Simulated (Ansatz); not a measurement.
Take a crystal in which O has been replaced by Te on all its sites, with the cell rescaled by a rough guess (in some cases also distorted within its space group) and nothing relaxed:

```yaml
crystal:
  lattice:
    - [2.44022, 1.40886, 5.50492]
    - [-2.44022, 1.40886, 5.50492]
    - [0.00000, -2.81773, 5.50492]
  atoms:
    - { symbol: Te, position: [0.05477, 0.05477, 0.05477] }
    - { symbol: Te, position: [0.94523, 0.94523, 0.94523] }
```

Computed with DFT PBE, scalar-relativistic, plane waves, PAW (Ansatz).

Plane waves to 420 eV, a k mesh through Γ of 12×12×12 on the computed 2-atom cell and Gaussian smearing (0.10 eV); no spin polarisation.

(1) What pressure does the cell carry?

(2) Is it a metal on this mesh?

Spin-orbit coupling is left out, which matters for the bands of heavy elements. The cell holds molecules, and where no dispersion correction was added their binding is poorly described. Some atoms are far too close here, so the PAW spheres overlap strongly and the numbers are rough.

Results:

(1) The pressure is 45.9 GPa (positive in compression), so the cell would expand.

(2) Yes, a band crosses the Fermi level.

This form isn't the element's structure at ambient conditions.